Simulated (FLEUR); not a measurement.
# CdS (Greenockite) (P6_3mc) in FLEUR: further runs, part 2 of 2

FLEUR MaX-R8.1 (patched build s14). The steps go on from the part before.

## Step 3: Equation of state, LDA (Moruzzi-Janak-Williams), 23.61 Å³/atom (volume scaled by 0.94)

Changes to inp.xml since step 2:

```diff
@@ -6,3 +6,3 @@
    <calculationSetup>
-      <cutoffs Kmax="4.21" Gmax="13.1" GmaxXC="13.1" numbands="0"/>
+      <cutoffs Kmax="4.35" Gmax="13.5" GmaxXC="13.5" numbands="0"/>
       <scfLoop itmax="60" minDistance="0.00001" maxIterBroyd="15" imix="Anderson" alpha="0.05" precondParam="0.0" spinf="2.0"/>
@@ -24,3 +24,3 @@
       <xi:include xmlns:xi="http://www.w3.org/2001/XInclude" href="sym.xml"> </xi:include>
-      <bulkLattice scale="1.0">
+      <bulkLattice scale="0.9795861087">
          <bravaisMatrix>
@@ -34,3 +34,3 @@
       <species name="Cadmium (Cd)" element="Cd" atomicNumber="48">
-         <mtSphere radius="2.53" gridPoints="837" logIncrement="0.015"/>
+         <mtSphere radius="2.45" gridPoints="837" logIncrement="0.015"/>
          <atomicCutoffs lmax="10" lnonsphr="8"/>
@@ -48,3 +48,3 @@
       <species name="Sulfur (S)" element="S" atomicNumber="16">
-         <mtSphere radius="1.9" gridPoints="629" logIncrement="0.018"/>
+         <mtSphere radius="1.84" gridPoints="629" logIncrement="0.018"/>
          <atomicCutoffs lmax="8" lnonsphr="6"/>
```

Potentials or basis: all-electron, FLAPW.

Launch:

```sh
inpgen -f crystal.txt -profile fastHighL
# inp.xml edited to the form shown
fleur
```

It took 2.5 min on 1 thread of Intel Xeon 6975P-C (Granite Rapids), shared host; peak memory 0.1 GiB.

Results (log left out):

```
Free energy                                           : -325932.2440 eV
Band gap on the k mesh                                : 1.04 eV, direct
Valence electrons inside the program's atomic spheres : Cd 18.40; S 3.35 (radii Cd 2.45, S 1.84 bohr)
```

Caveat: the plane-wave cutoff is short for the semicore states, which can make moduli rough.

## Step 4: Equation of state, LDA (Moruzzi-Janak-Williams), 24.12 Å³/atom (volume scaled by 0.96)

Changes to inp.xml since step 3:

```diff
@@ -24,3 +24,3 @@
       <xi:include xmlns:xi="http://www.w3.org/2001/XInclude" href="sym.xml"> </xi:include>
-      <bulkLattice scale="0.9795861087">
+      <bulkLattice scale="0.9864848297">
          <bravaisMatrix>
```

Launch:

```sh
inpgen -f crystal.txt -profile fastHighL
# inp.xml edited to the form shown
fleur
```

Run time: 2.6 min. Hardware: 1 thread of Intel Xeon 6975P-C (Granite Rapids), shared host; peak memory 0.11 GiB.

Results (log left out):

* Free energy: -325932.2454 eV
* Band gap on the k mesh: 0.99 eV, direct
* Valence electrons inside the program's atomic spheres: Cd 18.38; S 3.34 (radii Cd 2.45, S 1.84 bohr)

Caveat: the plane-wave cutoff is short for the semicore states, which can make moduli rough.

## Step 5: Equation of state, LDA (Moruzzi-Janak-Williams), 25.12 Å³/atom

Changes to inp.xml since step 4:

```diff
@@ -24,3 +24,3 @@
       <xi:include xmlns:xi="http://www.w3.org/2001/XInclude" href="sym.xml"> </xi:include>
-      <bulkLattice scale="0.9864848297">
+      <bulkLattice scale="1.0000000000">
          <bravaisMatrix>
```

Launch:

```sh
inpgen -f crystal.txt -profile fastHighL
# inp.xml edited to the form shown
fleur
```

Wall time 2.9 min (1 thread of Intel Xeon 6975P-C (Granite Rapids), shared host); peak memory 0.11 GiB.

It converged, with:

| Quantity | Value |
| --- | --- |
| Free energy | -325932.1992 eV |
| Band gap on the k mesh | 0.90 eV, direct |
| Valence electrons inside the program's atomic spheres | Cd 18.34; S 3.32 (radii Cd 2.45, S 1.84 bohr) |

Caveat: the plane-wave cutoff is short for the semicore states, which can make moduli rough.

## Step 6: Equation of state, LDA (Moruzzi-Janak-Williams), 26.13 Å³/atom (volume scaled by 1.04)

Changes to inp.xml since step 5:

```diff
@@ -24,3 +24,3 @@
       <xi:include xmlns:xi="http://www.w3.org/2001/XInclude" href="sym.xml"> </xi:include>
-      <bulkLattice scale="1.0000000000">
+      <bulkLattice scale="1.0131594038">
          <bravaisMatrix>
```

Potentials or basis: all-electron, FLAPW.

Launch:

```sh
inpgen -f crystal.txt -profile fastHighL
# inp.xml edited to the form shown
fleur
```

Wall time 3.2 min (1 thread of Intel Xeon 6975P-C (Granite Rapids), shared host); peak memory 0.12 GiB.

Results (log left out):

| Item | Value |
| --- | --- |
| Free energy | -325932.0990 eV |
| Band gap on the k mesh | 0.81 eV, direct |
| Valence electrons inside the program's atomic spheres | Cd 18.31; S 3.30 (radii Cd 2.45, S 1.84 bohr) |

Caveat: the plane-wave cutoff is short for the semicore states, which can make moduli rough.

## Step 7: Equation of state, LDA (Moruzzi-Janak-Williams), 26.63 Å³/atom (volume scaled by 1.06)

Changes to inp.xml since step 6:

```diff
@@ -24,3 +24,3 @@
       <xi:include xmlns:xi="http://www.w3.org/2001/XInclude" href="sym.xml"> </xi:include>
-      <bulkLattice scale="1.0131594038">
+      <bulkLattice scale="1.0196128224">
          <bravaisMatrix>
```

Launch:

```sh
inpgen -f crystal.txt -profile fastHighL
# inp.xml edited to the form shown
fleur
```

It took 3.3 min on 1 thread of Intel Xeon 6975P-C (Granite Rapids), shared host; peak memory 0.12 GiB.

The run converged. Its results:

| Quantity | Value |
| --- | --- |
| Free energy | -325932.0323 eV |
| Band gap on the k mesh | 0.77 eV, direct |
| Valence electrons inside the program's atomic spheres | Cd 18.29; S 3.30 (radii Cd 2.45, S 1.84 bohr) |

Caveat: the plane-wave cutoff is short for the semicore states, which can make moduli rough.

## Step 8: Equation of state, LDA (Moruzzi-Janak-Williams)

Potentials or basis: all-electron, FLAPW.

No new run: the results of the series are fitted here.

What came out:

* Equilibrium volume: 23.90 Å³/atom
* Bulk modulus at fixed shape and positions: 68 GPa

Energy against volume, from the lowest point:
```tsv
volume (Å³/atom)	energy (meV/atom)
23.614	0.35
24.116	0.00
25.121	11.55
26.126	36.60
26.628	53.26
```

Caveat: the plane-wave cutoff is short for the semicore states, which can make moduli rough; the cell was scaled at fixed shape and fractional positions, which overstates the stiffness of a crystal with free parameters, most of all of layers and chains.

## Step 9: Against experiment

Step 2. Measured gap of CdS: 2.5809 eV (quoted in “Isotope dependence of band-gap energy”, 2008, arxiv:0807.2152). This calculation gives 0.90 eV (-1.68 eV). So large a miss can be the level of theory's own, or it may mean another phase, state or a wrong row. Spin-orbit coupling on Cd is left out. The value is that of LDA (Moruzzi-Janak-Williams), without temperature or zero-point motion.
